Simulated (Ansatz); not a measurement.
Runs of Ansatz 0.2.0 on MgO. The structure is cubic, space group Fm-3m (No. 225). Conventional cell: a = 4.194 Å, b = 4.194 Å, c = 4.194 Å, α = 90.00°, β = 90.00°, γ = 90.00°. Mg (site symmetry m-3m) is surrounded by 6 O at 2.10 Å. O (site symmetry m-3m) is surrounded by 6 Mg at 2.10 Å. The cell is a database's computed one.

```csv
task,level,cell,k mesh,cutoff (eV),smearing,basis error allowed,gap on the mesh (eV),pressure (GPa),relaxed volume (Å³/atom)
elastic constants,LDA,as given,8 × 8 × 8,338,fermi-dirac 0.05 eV,0.001 eV/atom,4.78,-3.9,-
single point,PBE,as given,7 × 7 × 7,275,fermi-dirac 0.03 eV,0.003 eV/atom,4.86,7.0,-
relaxation of cell and atoms,revPBE+D3(BJ),relaxed,11 × 11 × 11,-,fermi-dirac 0.05 eV,0.001 eV/atom,4.93,0.0,9.24
relaxation of cell and atoms,revPBE+D4,relaxed,11 × 11 × 11,-,fermi-dirac 0.05 eV,0.001 eV/atom,(b),0.0,(a)
band structure,PBE,as given,11 × 11 × 11,316,fermi-dirac 0.05 eV,0.001 eV/atom,4.86,7.0,-
```

Alike in all rows: potentials or basis all-electron LAPW, scalar-relativistic; no spin polarisation.

**Question.** Fill in the values left out.

**Answer.** (a) 9.43; (b) 4.74.

Caveats: an odd mesh through Γ misses points on the zone boundary, where band edges often lie (some runs); the cell is more than 3 GPa from zero pressure, which shifts response properties (some runs).

The runs don't all hold the same shells in valence.
